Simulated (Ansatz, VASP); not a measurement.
Sc: VASP beside Ansatz

```
CELL_PARAMETERS angstrom
-1.69682 1.69682 1.69682
1.69682 -1.69682 1.69682
1.69682 1.69682 -1.69682
ATOMIC_POSITIONS crystal
Sc 0.00000 0.00000 0.00000
```

The cell was built by a generator and needn't be a form met in nature.

Alike in both runs: functional r2SCAN; k mesh 14 × 14 × 14; no spin polarisation.

Ansatz relaxed the structure, and its values are those at the end. VASP's run is a single point on that final structure, the one shown.

|  | VASP | Ansatz |
| --- | --- | --- |
| version | VASP 6.6.1 | Ansatz 0.2.0 |
| potentials or method | VASP PAW PBE potentials, release 64 (Sc_sv) | PAW plane waves |
| plane-wave cutoff (eV) | 520 | 500 |
| occupations | fermi-dirac, width 0.1 eV | fermi-dirac |
| valence electrons in the cell | 11 | 11 |

```csv
,VASP,Ansatz,Ansatz less VASP
pressure (GPa),20.4,20.0,-0.40
```

Caveats: so large a pressure means that the cell lies far from this level's equilibrium, or that cutoff or potentials fall short (VASP); the potentials were made for another functional, which shifts forces and pressure (VASP).
